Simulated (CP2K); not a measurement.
Crystal: Al2Au.

```
CELL_PARAMETERS angstrom
4.24264 0.00000 0.00000
2.12132 3.67423 0.00000
2.12132 1.22474 3.46410
ATOMIC_POSITIONS crystal
Au 0.00000 0.00000 0.00000
Al 0.75000 0.75000 0.75000
Al 0.25000 0.25000 0.25000
```

```yaml
Program: CP2K 2026.2
Task: single point
Functional: PBEsol
Potentials_or_basis: POTENTIAL_UZH Au GTH-PBE-q11, Al GTH-PBE-q3; TZVP-MOLOPT-PBE-GTH basis
Density_cutoff: 6803 eV
k_mesh: 8 × 8 × 8
Occupations: fermi-dirac, width 0.05 eV
Spin: no spin polarisation
```

On this cell: pressure 2.9 GPa; largest force zero by symmetry; band gap on the k mesh none (metal or under the smearing width).

The same run follows on a disturbed copy (atoms moved at random, drawn with an rms of 0.05 Å):

```xyz
3
Lattice="4.2426 0.0000 0.0000 2.1213 3.6742 0.0000 2.1213 1.2247 3.4641" Properties=species:S:1:pos:R:3 pbc="T T T"
Au   -0.0350   -0.0197    0.0393
Al    6.3256    3.7151    2.6436
Al    2.1107    1.2429    0.9005
```

Question: What does the disturbed cell give?

Answer: The energy (extrapolated to zero smearing) moves by +4.3 meV/atom; pressure 3.1 GPa; largest force 0.425 eV/Å; band gap on the k mesh none (metal or under the smearing width).

Forces on the atoms (eV/Å):
```
Au   0.079  0.418  0.013
Al   0.055 -0.276 -0.058
Al  -0.133 -0.142  0.045
```

Stress tensor (GPa, compression positive):
```
 3.63 -0.49 -0.33
-0.49  2.89  0.22
-0.33  0.22  2.72
```

Caveats: the potentials were made for another functional, which shifts forces and pressure; the basis of atomic orbitals isn't converged, which shifts pressures, moduli and gaps.
